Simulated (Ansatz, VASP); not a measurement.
One calculation of Ti3HN3, two programs

```
N Ti H
1.0
     3.00286    0.00000    0.00000
    -1.50143    2.60055    0.00000
     0.00000    0.00000   21.55415
N Ti H
3 3 1
Direct
  0.33333 0.66667 0.18558
  0.00000 0.00000 0.29933
  0.66667 0.33333 0.41473
  0.66667 0.33333 0.24245
  0.33333 0.66667 0.35751
  0.00000 0.00000 0.46646
  0.00000 0.50000 0.52215
```

Alike in both runs: functional PBE; k mesh 9 × 9 × 1; occupations gaussian, width 0.1 eV; no spin polarisation.

Ansatz relaxed the structure, and its values are those at the end. VASP's run is a single point on that final structure, the one shown.

|  | VASP | Ansatz |
| --- | --- | --- |
| version | VASP 6.6.1 | Ansatz 0.2.0 |
| potentials or method | VASP PAW PBE potentials, release 64 (N, Ti_sv, H) | scalar-relativistic, plane waves, PAW |
| plane-wave cutoff (eV) | 520 | 420 |
| valence electrons in the cell | 52 | 52 |

|  | VASP | Ansatz | Ansatz less VASP |
| --- | --- | --- | --- |
| gap on the k mesh at the Fermi level (eV) | none | none | - |
| rms of the force components (eV/Å) | 1.555 | 1.559 | +0.0045 |
| work function, face that differs most (eV) | 8.24 | 8.24 | -0.004 |

A gap of «none» marks a metal or a gap that the smearing closes.
